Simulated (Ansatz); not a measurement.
# Cu2O: a point defect seen from the nuclei (Cu vacancy), part 1 of 2

Wanted: the field gradients around Cu vacancy in Cu2O, cell charge -1, before and after the neighbours move. The cell is a supercell built from a structure deposited in the COD (the entry's cell lengths or inner coordinates differ somewhat from later room-temperature determinations). Planned: a single point, then a relaxation.

The COD entry's cell or inner coordinates are ideal or old and differ from later refinements, so a difference from it is no clean test against experiment.

Computed with Ansatz 0.2.0 (DFT, PBE, plane-wave PAW, default files, scalar-relativistic, unless a step's input says otherwise).

## 1. Starting point

It takes space group R-3m (No. 166, trigonal). The conventional cell has a = 12.049 Å, b = 12.049 Å, c = 7.379 Å, α = 90.00°, β = 90.00°, γ = 120.00°. Cu (site symmetry 2/m) has 2 O at 1.84 Å as nearest neighbours. Cu (site symmetry m) is surrounded by 2 O at 1.84 Å. Cu (site symmetry 2) has 2 O at 1.84 Å as nearest neighbours. Around O (site symmetry 3m) lie 3 Cu at 1.84 Å. O (site symmetry m) has 4 Cu at 1.84 Å as nearest neighbours.

Structure file:

```
CELL_PARAMETERS angstrom
-4.26000 4.26000 4.26000
4.26000 -4.26000 4.26000
4.26000 4.26000 -4.26000
ATOMIC_POSITIONS crystal
Cu 0.75000 0.75000 0.25000
Cu 0.75000 0.25000 0.75000
Cu 0.25000 0.75000 0.75000
Cu 0.75000 0.50000 0.50000
Cu 0.25000 0.00000 0.50000
Cu 0.25000 0.50000 0.00000
Cu 0.75000 0.00000 0.00000
Cu 0.50000 0.50000 0.75000
Cu 0.00000 0.00000 0.75000
Cu 0.00000 0.50000 0.25000
Cu 0.50000 0.00000 0.25000
Cu 0.50000 0.75000 0.50000
Cu 0.00000 0.25000 0.50000
Cu 0.00000 0.75000 0.00000
Cu 0.50000 0.25000 0.00000
O 0.00000 0.00000 0.00000
O 0.50000 0.50000 0.00000
O 0.50000 0.00000 0.50000
O 0.00000 0.50000 0.50000
O 0.50000 0.50000 0.50000
O 0.00000 0.00000 0.50000
O 0.00000 0.50000 0.00000
O 0.50000 0.00000 0.00000
```

The vacant site is at (0.250, 0.250, 0.250) in fractional coordinates of the input's cell.

## 2. Gradients at the starting positions

File input.yaml:

```yaml
crystal:
  lattice:
    - [-4.26, 4.26, 4.26]
    - [4.26, -4.26, 4.26]
    - [4.26, 4.26, -4.26]
  atoms:
    - { symbol: Cu, position: [0.75, 0.75, 0.25] }
    - { symbol: Cu, position: [0.75, 0.25, 0.75] }
    - { symbol: Cu, position: [0.25, 0.75, 0.75] }
    - { symbol: Cu, position: [0.75, 0.5, 0.5] }
    - { symbol: Cu, position: [0.25, 0.0, 0.5] }
    - { symbol: Cu, position: [0.25, 0.5, 0.0] }
    - { symbol: Cu, position: [0.75, 0.0, 0.0] }
    - { symbol: Cu, position: [0.5, 0.5, 0.75] }
    - { symbol: Cu, position: [0.0, 0.0, 0.75] }
    - { symbol: Cu, position: [0.0, 0.5, 0.25] }
    - { symbol: Cu, position: [0.5, 0.0, 0.25] }
    - { symbol: Cu, position: [0.5, 0.75, 0.5] }
    - { symbol: Cu, position: [0.0, 0.25, 0.5] }
    - { symbol: Cu, position: [0.0, 0.75, 0.0] }
    - { symbol: Cu, position: [0.5, 0.25, 0.0] }
    - { symbol: O, position: [0.0, 0.0, 0.0] }
    - { symbol: O, position: [0.5, 0.5, 0.0] }
    - { symbol: O, position: [0.5, 0.0, 0.5] }
    - { symbol: O, position: [0.0, 0.5, 0.5] }
    - { symbol: O, position: [0.5, 0.5, 0.5] }
    - { symbol: O, position: [0.0, 0.0, 0.5] }
    - { symbol: O, position: [0.0, 0.5, 0.0] }
    - { symbol: O, position: [0.5, 0.0, 0.0] }
total_charge: -1
kpoints:
  mp_grid: { grid: [3, 3, 3] }
scf:
  occupations: { method: fermi_dirac, width: 0.01 }
hamiltonian:
  xc: pbe
  pseudopotentials: { kind: paw }
output:
  forces: true
  stress: true
  populations: true
  efg:
    quadrupole_moments_barn: { Cu: -0.22, O: -0.02558 }
    contact_densities: true
  write_density: true
  write_potential: true
  elf: true
  volumetric_format: npy
```

Command:

```console
> ansatz run input.yaml --threads 1 --pin off --max-ram 3072MiB --backend cpu --events-out ev --progress --plain --runs-dir out
```

Standard output:

```text
Warning: RAYON_NUM_THREADS=1 ignored (pool sized by the plan → 1); use --threads N
Engine: ansatz 0.2.0, x86_64-unknown-linux-gnu
Pseudopotentials: kind: paw
Pseudopotential: Cu, paw, valence charge 19, recommended cutoff 420 eV (normal), Cu.paw.azcp
Pseudopotential: O, paw, valence charge 6, recommended cutoff 420 eV (normal), O.paw.azcp
Functional definition: PBE
  parameter kappa = 0.804
  parameter beta = 0.06672455060314922
  exchange = pbe_x(kappa = kappa, mu = beta*pi^2/3)
  correlation = pbe_c(beta = beta)
Crystal: 23 atoms, lattice volume = 309.235 Å³
Basis set: ecut = 420 eV, 6051 PW (Γ), exchange–correlation on 100×100×100 points (8 copies of the dense FFT grid, shifted against one another)
Bands: 201, of which v1, the nominal top of the filled ones, is band 167 counted from 1 (166 counted from 0)
Symmetry: 12 space group operations
Space group: R-3m (ITA 166), of the structure as read, at distance tolerance 6.8e-5 Å
k-points: 6 of 27
Non-local potential: Cu, projectors of the file, l = 0: 3, l = 1: 2, l = 2: 3, l = 3: 1
Non-local potential: O, projectors of the file, l = 0: 2, l = 1: 2, l = 2: 1
PAW form: soft (Blöchl's): semilocal exchange-correlation on the pseudo side does not see the compensation charge
PAW one-centre angular grid: Cu, 590 points (default); XC on 64 Gauss nodes
PAW one-centre angular grid: O, 110 points (default); XC on 64 Gauss nodes
Initial density: superposition of atomic densities (neutral atoms scaled as one to the charged cell's electrons: chi_scale 0, normalization atom), corrected by the library's trained network
Initial wavefunctions: pseudopotential atomic-orbital guess
Functional: x = pbe(κ = 0.804, μ = 0.2195149727645171), c = pbe(β = 0.06672455060314922)
SCF iter   1: F=—  HF=-103897.276406 eV  |F-HF|=—  |Δ(HF+E_count)|=         —  Δρ=5.15e-2  dr2=5.17e0  ethr=1.77e-3  ⟨swp⟩=6.0  Hψ=4356  notcnv=0
preconditioner: auto → Resta (q_TF=auto, 2.764 Å⁻¹)  ε∞=11.3  [insulator: Δε(μ)=0.612 eV  Ē_g=9.642 eV  σ=0.010 eV  W_gap=1.00  n_scr=134 (ndim 8)  ℏωp=30.9 eV  f_vac=0.065  D(μ)=0.00/eV (n_scr^D=0)  ε∞_Penn≈11.3]
SCF iter   2: F=—  HF=-103896.944180 eV  |F-HF|=—  |Δ(HF+E_count)|=   3.32e-1  Δρ=3.42e-2  dr2=1.78e0  ethr=1.55e-3  ⟨swp⟩=2.0  Hψ=1894  notcnv=0  defer=161
SCF iter   3: F=—  HF=-103896.301276 eV  |F-HF|=—  |Δ(HF+E_count)|=   6.43e-1  Δρ=5.18e-3  dr2=1.01e-1  ethr=5.33e-4  ⟨swp⟩=2.5  Hψ=1886  notcnv=0  defer=164
SCF iter   4: F=—  HF=-103896.301129 eV  |F-HF|=—  |Δ(HF+E_count)|=   1.46e-4  Δρ=2.86e-3  dr2=1.44e-2  ethr=3.01e-5  ⟨swp⟩=2.2  Hψ=1677  notcnv=0  defer=164
SCF iter   5: F=—  HF=-103896.338223 eV  |F-HF|=—  |Δ(HF+E_count)|=   3.71e-2  Δρ=7.39e-3  dr2=1.08e-1  ethr=4.31e-6  ⟨swp⟩=3.0  Hψ=2114  notcnv=0  defer=164  recentre
SCF iter   6: F=—  HF=-103896.322822 eV  |F-HF|=—  |Δ(HF+E_count)|=   1.54e-2  Δρ=1.44e-3  dr2=4.28e-3  ethr=4.31e-6  ⟨swp⟩=3.0  Hψ=2108  notcnv=0  defer=164
SCF iter   7: F=—  HF=-103896.322316 eV  |F-HF|=—  |Δ(HF+E_count)|=   5.06e-4  Δρ=4.59e-4  dr2=8.90e-4  ethr=1.28e-6  ⟨swp⟩=2.2  Hψ=1811  notcnv=0  defer=160
SCF iter   8: F=—  HF=-103896.322326 eV  |F-HF|=—  |Δ(HF+E_count)|=   1.04e-5  Δρ=4.16e-4  dr2=6.09e-4  ethr=2.66e-7  ⟨swp⟩=2.0  Hψ=1663  notcnv=0  defer=160
SCF iter   9: F=—  HF=-103896.322267 eV  |F-HF|=—  |Δ(HF+E_count)|=   5.92e-5  Δρ=2.30e-4  dr2=1.57e-4  ethr=1.82e-7  ⟨swp⟩=2.2  Hψ=1595  notcnv=0  defer=160
SCF iter  10: F=—  HF=-103896.322260 eV  |F-HF|=—  |Δ(HF+E_count)|=   7.23e-6  Δρ=6.06e-5  dr2=1.41e-5  ethr=4.70e-8  ⟨swp⟩=2.0  Hψ=1652  notcnv=0  defer=160
SCF iter  11: F=—  HF=-103896.322147 eV  |F-HF|=—  |Δ(HF+E_count)|=   1.13e-4  Δρ=3.58e-5  dr2=4.86e-6  ethr=4.23e-9  ⟨swp⟩=2.0  Hψ=1583  notcnv=0  defer=160
SCF iter  12: F=—  HF=-103896.322150 eV  |F-HF|=—  |Δ(HF+E_count)|=   3.35e-6  Δρ=2.43e-5  dr2=1.58e-6  ethr=1.46e-9  ⟨swp⟩=2.0  Hψ=1652  notcnv=0  defer=160
SCF iter  13: F=—  HF=-103896.322150 eV  |F-HF|=—  |Δ(HF+E_count)|=   4.25e-8  Δρ=1.26e-5  dr2=3.22e-7  ethr=4.72e-10  ⟨swp⟩=2.0  Hψ=1554  notcnv=0  defer=160
SCF iter  14: F=—  HF=-103896.322150 eV  |F-HF|=—  |Δ(HF+E_count)|=   9.65e-8  Δρ=1.60e-5  dr2=5.18e-7  ethr=2.99e-11  ⟨swp⟩=13.0  Hψ=8455  notcnv=0
SCF iter  15: F=-103896.322150 eV  HF=-103896.322150 eV  |F-HF|=7.88e-8  |Δ(HF+E_count)|=   6.53e-8  Δρ=5.63e-6  dr2=6.96e-8  ethr=2.99e-11  ⟨swp⟩=6.0  Hψ=6828  notcnv=0
SCF 1 converged in 15 iterations: F = -103896.322150 eV  dr2 = 6.96e-8
SCF converged after 15 iterations
Free energy (F): -103896.322150 eV
Harris-Foulkes:  -103896.322150 eV  (|F-HF|=7.88e-8)
Internal energy: -103896.322150 eV  (E = F + TS)
E sigma→0 (E₀):  -103896.322150 eV
Fermi energy:    10.440786 eV
--- Per-component energies (eV) ---
  E_band       = -7125.446847
  E_kinetic    = 5889.207741
  E_local      = -77417.745784  (includes V_loc(G=0)·N_el)
  E_nonlocal   = 6319.973049
  E_hartree    = 33854.520661
  E_xc         = -1913.875502
  E_vxc        = -2459.907751  (∫ρ·V_xc dr)
  E_paw        = -26266.389978  (= ΣΔE_a)
  E_vpaw       = -7166.067303  (= ΣTr[D̂ρ^β])
  E_aug_tail   = 0.023861  (compensation charges beyond the density's cutoff)
  E_ewald      = -44362.036198
  E_smearing   = -0.000000  (= −TS)
  E_closure    = -0.000000  (closes the sum)
  E_deformation_potential = -15.558739  (in the stress; not in F)
  Σ components = -103896.322150   (vs F -103896.322150, Δ=0.00e0)
--- Forces (eV/Å), atoms counted from 1 ---
  atom   1  Cu     0.00000000    -0.00000000     0.00000000
  atom   2  Cu     0.00000000     0.00000000     0.00000000
  atom   3  Cu     0.00000000     0.00000000     0.00000000
  atom   4  Cu     0.42929948    -0.35994432    -0.35994432
  atom   5  Cu    -0.00000000     0.05847394    -0.05847394
  atom   6  Cu     0.00000000    -0.05847394     0.05847394
  atom   7  Cu    -0.42929948     0.35994432     0.35994432
  atom   8  Cu    -0.35994432    -0.35994432     0.42929948
  atom   9  Cu     0.35994432     0.35994432    -0.42929948
  atom  10  Cu     0.05847394    -0.05847394     0.00000000
  atom  11  Cu    -0.05847394     0.05847394    -0.00000000
  atom  12  Cu    -0.35994432     0.42929948    -0.35994432
  atom  13  Cu     0.05847394     0.00000000    -0.05847394
  atom  14  Cu     0.35994432    -0.42929948     0.35994432
  atom  15  Cu    -0.05847394    -0.00000000     0.05847394
  atom  16  O      0.05686764     0.05686764     0.05686764
  atom  17  O      0.03692350     0.03692350    -0.21733267
  atom  18  O      0.03692350    -0.21733267     0.03692350
  atom  19  O     -0.21733267     0.03692350     0.03692350
  atom  20  O     -0.05686764    -0.05686764    -0.05686764
  atom  21  O     -0.03692350    -0.03692350     0.21733267
  atom  22  O     -0.03692350     0.21733267    -0.03692350
  atom  23  O      0.21733267    -0.03692350    -0.03692350
  max |Σ_I F_I| component: 1.39e-16 eV/Å
--- Stress (GPa, compression-positive) ---
        1.487061       0.252298       0.252298
        0.252298       1.487061       0.252298
        0.252298       0.252298       1.487061
  P = ⅓ Tr σ = 1.4871 GPa (14.871 kbar)
--- PAW observables at the nuclei: V_zz in 10²¹ V/m², potentials from the cell's mean, atoms counted from 1 ---
  atom   1  Cu V_zz =    -5.758430   η = 0.1732   by run symmetry: allowed   C_q = +30.6324 MHz
            electrostatic potential = -3755.751045 V   contact ρ = 147557.245372 e/Å³
  atom   2  Cu V_zz =    -5.758430   η = 0.1732   by run symmetry: allowed   C_q = +30.6324 MHz
            electrostatic potential = -3755.751045 V   contact ρ = 147557.245372 e/Å³
  atom   3  Cu V_zz =    -5.758430   η = 0.1732   by run symmetry: allowed   C_q = +30.6324 MHz
            electrostatic potential = -3755.751045 V   contact ρ = 147557.245372 e/Å³
  atom   4  Cu V_zz =    -5.825189   η = 0.2813   by run symmetry: allowed   C_q = +30.9875 MHz
            electrostatic potential = -3755.905073 V   contact ρ = 147559.516058 e/Å³
  atom   5  Cu V_zz =    -5.322636   η = 0.0771   by run symmetry: allowed   C_q = +28.3142 MHz
            electrostatic potential = -3755.772568 V   contact ρ = 147557.295198 e/Å³
  atom   6  Cu V_zz =    -5.322636   η = 0.0771   by run symmetry: allowed   C_q = +28.3142 MHz
            electrostatic potential = -3755.772568 V   contact ρ = 147557.295198 e/Å³
  atom   7  Cu V_zz =    -5.825189   η = 0.2813   by run symmetry: allowed   C_q = +30.9875 MHz
            electrostatic potential = -3755.905073 V   contact ρ = 147559.516058 e/Å³
  atom   8  Cu V_zz =    -5.825189   η = 0.2813   by run symmetry: allowed   C_q = +30.9875 MHz
            electrostatic potential = -3755.905073 V   contact ρ = 147559.516058 e/Å³
  atom   9  Cu V_zz =    -5.825189   η = 0.2813   by run symmetry: allowed   C_q = +30.9875 MHz
            electrostatic potential = -3755.905073 V   contact ρ = 147559.516058 e/Å³
  atom  10  Cu V_zz =    -5.322636   η = 0.0771   by run symmetry: allowed   C_q = +28.3142 MHz
            electrostatic potential = -3755.772568 V   contact ρ = 147557.295198 e/Å³
  atom  11  Cu V_zz =    -5.322636   η = 0.0771   by run symmetry: allowed   C_q = +28.3142 MHz
            electrostatic potential = -3755.772568 V   contact ρ = 147557.295198 e/Å³
  atom  12  Cu V_zz =    -5.825189   η = 0.2813   by run symmetry: allowed   C_q = +30.9875 MHz
            electrostatic potential = -3755.905073 V   contact ρ = 147559.516058 e/Å³
  atom  13  Cu V_zz =    -5.322636   η = 0.0771   by run symmetry: allowed   C_q = +28.3142 MHz
            electrostatic potential = -3755.772568 V   contact ρ = 147557.295198 e/Å³
  atom  14  Cu V_zz =    -5.825189   η = 0.2813   by run symmetry: allowed   C_q = +30.9875 MHz
            electrostatic potential = -3755.905073 V   contact ρ = 147559.516058 e/Å³
  atom  15  Cu V_zz =    -5.322636   η = 0.0771   by run symmetry: allowed   C_q = +28.3142 MHz
            electrostatic potential = -3755.772568 V   contact ρ = 147557.295198 e/Å³
  atom  16  O  V_zz =    -6.114720   η = 0.0000   by run symmetry: allowed   C_q = +3.7821 MHz
            electrostatic potential = -623.622156 V   contact ρ = 2157.544336 e/Å³
  atom  17  O  V_zz =    -0.309118   η = 0.5031   by run symmetry: allowed   C_q = +0.1912 MHz
            electrostatic potential = -622.321413 V   contact ρ = 2155.790843 e/Å³
  atom  18  O  V_zz =    -0.309118   η = 0.5031   by run symmetry: allowed   C_q = +0.1912 MHz
            electrostatic potential = -622.321413 V   contact ρ = 2155.790843 e/Å³
  atom  19  O  V_zz =    -0.309118   η = 0.5031   by run symmetry: allowed   C_q = +0.1912 MHz
            electrostatic potential = -622.321413 V   contact ρ = 2155.790843 e/Å³
  atom  20  O  V_zz =    -6.114720   η = 0.0000   by run symmetry: allowed   C_q = +3.7821 MHz
            electrostatic potential = -623.622156 V   contact ρ = 2157.544336 e/Å³
  atom  21  O  V_zz =    -0.309118   η = 0.5031   by run symmetry: allowed   C_q = +0.1912 MHz
            electrostatic potential = -622.321413 V   contact ρ = 2155.790843 e/Å³
  atom  22  O  V_zz =    -0.309118   η = 0.5031   by run symmetry: allowed   C_q = +0.1912 MHz
            electrostatic potential = -622.321413 V   contact ρ = 2155.790843 e/Å³
  atom  23  O  V_zz =    -0.309118   η = 0.5031   by run symmetry: allowed   C_q = +0.1912 MHz
            electrostatic potential = -622.321413 V   contact ρ = 2155.790843 e/Å³
--- Band table (eV; the first three rows and the last of 6) ---
  k-point 0: bands = ["-101.9952", "-101.9952", "-101.9952", "-101.9676", "-101.9673", "-101.9673", "-101.9673", "-101.9671", "-101.9671", "-101.8431", "-101.8428", "-101.8427", "-101.8427", "-101.8426", "-101.8426", "-59.5382", "-59.5356", "-59.5356", "-59.5279", "-59.5279", "-59.5264", "-59.5235", "-59.5235", "-59.5221", "-59.3852", "-59.3849", "-59.3797", "-59.3797", "-59.3796", "-59.3796", "-59.3333", "-59.3332", "-59.3332", "-59.3065", "-59.3065", "-59.3064", "-59.3013", "-59.3013", "-59.3006", "-59.3006", "-59.2975", "-59.2965", "-59.2688", "-59.2669", "-59.2669", "-59.2665", "-59.2659", "-59.2659", "-59.1804", "-59.1804", "-59.1795", "-59.1795", "-59.1791", "-59.1775", "-59.1432", "-59.1411", "-59.1411", "-59.1386", "-59.1386", "-59.1380", "-10.1064", "-9.7873", "-9.7873", "-9.7872", "-9.7872", "-9.5431", "-8.2227", "-8.1590", "2.5916", "2.6302", "2.6302", "2.6950", "2.9123", "2.9123", "2.9737", "2.9737", "3.4422", "3.9715", "3.9830", "3.9830", "3.9881", "3.9881", "4.4272", "4.5794", "4.5794", "4.8508", "5.2779", "5.2779", "5.3596", "5.5664", "5.6799", "5.6799", "6.4748", "7.0541", "7.0838", "7.0838", "7.1236", "7.1236", "7.1694", "7.2155", "7.2155", "7.2792", "7.2792", "7.3233", "7.3695", "7.4240", "7.4240", "7.5412", "7.5412", "7.7936", "7.8070", "7.8070", "7.8206", "7.8407", "7.8407", "7.8412", "7.8973", "7.8973", "7.9007", "7.9276", "7.9280", "7.9919", "7.9919", "8.0033", "8.0033", "8.0533", "8.0533", "8.0987", "8.1208", "8.1208", "8.1924", "8.2217", "8.2340", "8.2340", "8.2367", "8.2510", "8.2531", "8.2531", "8.2841", "8.2841", "8.3491", "8.3491", "8.3972", "8.4821", "8.4821", "8.5339", "8.5339", "8.6002", "8.6777", "8.6777", "8.6944", "8.7331", "8.8724", "8.8724", "8.8808", "8.9471", "8.9471", "9.1575", "9.2533", "9.4208", "9.4208", "9.5299", "9.5299", "9.7599", "10.0004", "10.1286", "10.1286", "10.7460", "11.4662", "11.4662", "11.9736", "11.9736", "12.2311", "12.3466", "12.3466", "12.6581", "13.8548", "13.9596", "13.9596", "14.1272", "14.4114", "14.4114", "16.8922", "16.9023", "16.9023", "17.2005", "17.2005", "17.4504", "18.1527", "18.1527", "18.3998", "18.5846", "18.5846", "18.5932", "18.6914", "18.6914", "18.8690", "19.5227", "20.0198", "20.0198", "20.7769"]
[... 3 lines left out ...]
--- Löwdin populations: 23 sites ---
  site symbol       q [e]
     0     Cu     18.4611
     1     Cu     18.4611
     2     Cu     18.4611
     3     Cu     18.4662
     4     Cu     18.4513
     5     Cu     18.4513
     6     Cu     18.4662
     7     Cu     18.4662
     8     Cu     18.4662
     9     Cu     18.4513
    10     Cu     18.4513
    11     Cu     18.4662
    12     Cu     18.4513
    13     Cu     18.4662
    14     Cu     18.4513
    15      O      6.9640
    16      O      6.9520
    17      O      6.9520
    18      O      6.9520
    19      O      6.9640
    20      O      6.9520
    21      O      6.9520
    22      O      6.9520
  spilling = 0.004407 (of n_electrons = 334.000000)
```

It took 43 s on 1 thread of an x86-64 CPU, shared host; peak memory 0.86 GiB.

At the end: gap on the mesh 0.62 eV, largest force 0.666 eV/Å, pressure 1.5 GPa.

Like atoms gathered into sites:

```
site              atoms  distance from the defect (Å)  V_zz (10²¹ V/m²)     η    C_Q (MHz)
 O16             16, 20                          1.84             -6.11  0.00   3.78 (¹⁷O)
 Cu4      4, 7, 8, 9, …                          3.01             -5.83  0.28  31.0 (⁶³Cu)
 Cu5    5, 6, 10, 11, …                          3.01             -5.32  0.08  28.3 (⁶³Cu)
 O17  17, 18, 19, 21, …                          3.53             -0.31  0.50  0.191 (¹⁷O)
 Cu1            1, 2, 3                          4.26             -5.76  0.17  30.6 (⁶³Cu)
```

C_Q = eQV_zz/h, which is 24.18 MHz for Q = 1 b and V_zz = 10²¹ V/m²; η = (V_xx − V_yy)/V_zz. Nuclear quadrupole moments: year-2017 set (Pyykkö).

Direction of the V_zz axis (Cartesian unit vector):

```
site  atom      x      y      z
 Cu1     1   0.58   0.58   0.58
 Cu4     4  -0.57   0.58   0.58
 Cu5     5   0.58  -0.58  -0.58
 O16    16   0.58   0.58   0.58
 O17    17  -0.43  -0.43   0.79
```

Density in a lattice plane of the grid's cell (edges 7.38 and 7.38 Å, at 0.000 of the third edge), which holds Cu and O.

Ten even steps from ' ' (0.03 e/Å³) to '@' (65.38 e/Å³):
```
                                  ::--..        
                                                
                                                
--::                                          ..
@@==                                          ==
--                                            ::
                                                
                                                
          ..--::                                
..        ==@@==        ..                      
          ::--..                                
                                                
                                                
                        ::::                    
                      ==@@==                    
                      ::--                      
                                                
                                                
                                  ..--::        
..                      ..        ==@@==        
```
Columns run along the first of these edges and rows up along the second, over one cell in 24 and 20 even steps from the bottom left corner. Atoms in the plane (fractional): Cu at (0.25, 0.50), Cu at (0.75, 1.00), Cu at (1.00, 0.75), Cu at (0.50, 0.25), O at (0.00, 0.00), O at (0.50, 0.50), O at (1.00, 0.50), O at (0.50, 1.00).

ELF in the same plane.

Ten even steps from '0' (0.03) to '9' (0.92):
```
787300002687785125531487
641110001478752122211477
111111001233210111111221
652111100000000111111113
972111110000000001111127
631111111100000000111125
111111111101233110011111
787411222126787410001114
778413652158778620000268
268327972286368510001586
786125631487786200002687
762122211478741100001478
210111111111111111001233
000011100112652211100000
000000011127972111110000
000000011125531111111100
344210001111112111111111
888520000114687411221126
788720000268778413552168
268610001586268227972386
```
Columns run along the first of these edges and rows up along the second, over one cell in 24 and 20 even steps from the bottom left corner. Atoms in the plane (fractional): Cu at (0.25, 0.50), Cu at (0.75, 1.00), Cu at (1.00, 0.75), Cu at (0.50, 0.25), O at (0.00, 0.00), O at (0.50, 0.50), O at (1.00, 0.50), O at (0.50, 1.00).

Both are smooth fields of the valence electrons: close to the nuclei they are not physical.

The highest ELF values outside the cores: 0.88 beside O, off the lines to its neighbours, 0.6 Å from O; 0.85 in the shell around O, 0.6 Å from O; 0.84 on the O–Cu line, 0.6 Å from O.

(Continued in part 2 of 2.)
